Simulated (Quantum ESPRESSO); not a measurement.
## WC (Qusongite) under changes of volume

One of the cells (10.376 Å³/atom); the others are scaled copies at fixed shape and fractional positions:

```xyz
2
Lattice="2.9065 0.0000 0.0000 -1.4532 2.5171 0.0000 0.0000 0.0000 2.8366" Properties=species:S:1:pos:R:3 pbc="T T T"
W     0.0000    0.0000    0.0000
C     1.4533    0.8390    1.4183
```

| Property | Result |
| --- | --- |
| Program | Quantum ESPRESSO 7.5 |
| Functional | LDA |
| Potentials or basis | GBRV 1.5 LDA |
| Cutoff | 762 eV |
| Density cutoff | 6095 eV |
| k mesh | 10 × 10 × 9 |
| Occupations | fermi-dirac, width 0.05 eV |
| Spin | no spin polarisation |

| volume (Å³/atom) | energy over the lowest point (meV/atom) | pressure (GPa) |
| --- | --- | --- |
| 9.754 | 23.32 | 18.9 |
| 9.961 | 5.38 | 8.7 |
| 10.169 | 0.00 | -0.4 |
| 10.376 | 5.90 | -8.7 |
| 10.584 | 21.88 | -16.0 |
| 10.791 | 46.95 | -22.7 |
| 10.999 | ? | ? |

Task: What does the run at 10.999 Å³/atom give?

Result: Energy over the lowest point 80.19 meV/atom; pressure -28.6 GPa.

Worked out: A Birch-Murnaghan fit of order 3 (a polynomial in V^(-2/3)) to the other rows has its minimum at 10.16 Å³/atom with B0 = V·E''(V) = 428 GPa and B' = 4.3 at fixed shape and positions, which overstates the stiffness. It gives 80.26 meV/atom at 10.999 Å³/atom, against the run's 80.19, and -dE/dV = -28.6 GPa, against -28.6.

Energies are extrapolated to zero smearing.
